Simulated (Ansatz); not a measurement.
Space group P6_3/mmc (No. 194). a = 5.415 Å, b = 5.415 Å, c = 6.447 Å, α = 90.00°, β = 90.00°, γ = 120.00°
```tsv
atom	site	symmetry	x	y	z
In	2d	-6m2	0.6667	0.3333	0.2500
In	2a	-3m.	0.0000	0.0000	0.5000
Sb	2c	-6m2	0.6667	0.3333	0.7500
```

Equation of state of this In$_{2}$Sb structure (not necessarily the ground state), with shape and atoms relaxed at each volume where symmetry leaves them free. It has no gap at any of these volumes. All numbers below come from DFT r2SCAN, scalar-relativistic, plane waves, PAW (Ansatz 0.2.0).

Cutoff 500 eV; k points 12×12×6 on the computed 6-atom cell (Γ-centred); Gaussian smearing, width 0.10 eV; no spin polarisation.

| V (Å³/atom) | E − E(largest V) (meV/atom) | P (GPa) |
| --- | --- | --- |
| 24.017 | 37.26 | 7.66 |
| 24.835 | 4.95 | 5.14 |
| 25.654 | -15.68 | 3.07 |
| 26.473 | -26.88 | 1.40 |
| 27.292 | -30.35 | 0.00 |
| 28.110 | -27.21 | -1.18 |
| 28.929 | -18.59 | -2.16 |
| 30.021 | 0.00 | -3.24 |

Q: Fit a third-order Birch–Murnaghan equation to E(V).

A: V0 = 27.28 Å³/atom, B0 = 43 GPa, B0' = 5.1.

Spin-orbit coupling is left out, which matters for the bands of heavy elements.